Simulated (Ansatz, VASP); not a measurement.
**Pt: VASP beside Ansatz**

INCAR

```
SYSTEM = Pt
AGGAC = 1.0 ; AGGAX = 1.0
ALDAC = 0.0 ; ALDAX = 1.0
ALGO = Normal ; EDIFF = 1E-6
ENCUT = 520 ; GGA = B5
ISIF = 2 ; ISMEAR = -1
LASPH = .True. ; LCHARG = .False.
LREAL = .False. ; LWAVE = .False.
NBANDS = 11 ; NELM = 100
PREC = Accurate ; SIGMA = 0.1
```

KPOINTS

```
k-points
0
Gamma
  15 15 15
  0 0 0
```

File POSCAR:

```
Pt
1.0
   -1.6365160221      1.6365160221      1.6365160221
    1.6365160221     -1.6365160221      1.6365160221
    1.6365160221      1.6365160221     -1.6365160221
Pt
1
Direct
    0.0000000000      0.0000000000      0.0000000000
```

Input for Ansatz:

```yaml
crystal:
  lattice:
    - [-1.6365160221, 1.6365160221, 1.6365160221]
    - [1.6365160221, -1.6365160221, 1.6365160221]
    - [1.6365160221, 1.6365160221, -1.6365160221]
  atoms:
    - { symbol: Pt, position: [0.0, 0.0, 0.0] }
hamiltonian:
  xc: blyp
  pseudopotentials:
    kind: paw
    azcp:
      Pt: "pseudopotentials/Pt.paw.azcp"
basis:
  ecutwfc: 420
  fft_grid_basis: typed
kpoints:
  mp_grid: { grid: [15, 15, 15], shift: [0, 0, 0] }
magnetization:
  spin_polarized: false
scf:
  occupations: { method: fermi_dirac, width: 0.1 }
  lower_state_search: "off"
output:
  stress: true
```

Alike in both runs: task single point; functional BLYP; k mesh 15 × 15 × 15; occupations fermi-dirac, width 0.1 eV; no spin polarisation.

```csv
,VASP,Ansatz
version,VASP 6.6.1,Ansatz 0.2.0
potentials or method,"VASP PAW PBE potentials, release 64 (Pt)","plane waves (420 eV) with PAW, scalar-relativistic"
plane-wave cutoff (eV),520,420
valence electrons in the cell,10,18
```

Ansatz gave:

- pressure (GPa): -6.9

Question: What did VASP give for the same quantities?

Answer: Pressure (GPa): -6.1.

With one functional, cell and mesh, what is left measures potentials, basis and numerics. The two sets of potentials don't hold the same shells in valence.

Caveats: the PAW data sets were made with another functional, which shifts forces and pressure a little (VASP). Spin-orbit coupling is left out, which matters for the levels of Pt.
